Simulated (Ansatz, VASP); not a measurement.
**Li in VASP and in Ansatz**

```
Li
1.0
    -1.66054    1.66054    1.66054
     1.66054   -1.66054    1.66054
     1.66054    1.66054   -1.66054
Li
1
Direct
  0.00000 0.00000 0.00000
```

Alike in both runs: task relaxation of cell and atoms; functional PBE; dispersion D3(BJ); k mesh 18 × 18 × 18; occupations gaussian, width 0.1 eV; no spin polarisation.

|  | VASP | Ansatz |
| --- | --- | --- |
| version | VASP 6.6.1 | Ansatz 0.2.0 |
| potentials or method | VASP PAW PBE potentials, release 64 (Li_sv) | scalar-relativistic, plane waves, PAW |
| plane-wave cutoff (eV) | 600 | 420 |
| valence electrons in the cell | 3 | 3 |

VASP gave:

- gap on the k mesh at the Fermi level, each at its own relaxed structure (eV): none
- relaxed volume (Å³/atom): 18.17
- relaxed cell length with the largest relative difference (Å): 2.868

Problem. What did Ansatz give for the same quantities?

Solution. gap on the k mesh at the Fermi level, each at its own relaxed structure (eV): none; relaxed volume (Å³/atom): 18.32; relaxed cell length with the largest relative difference (Å): 2.876.

A gap of «none» marks a metal or a gap that the smearing closes.

Caveats: the cutoff is under 1.25 times the usual one of these potentials, so pressure, stress and relaxed cells hold a basis-set (Pulay) error (VASP); pairwise dispersion overbinds metals, which lowers pressure and volume.
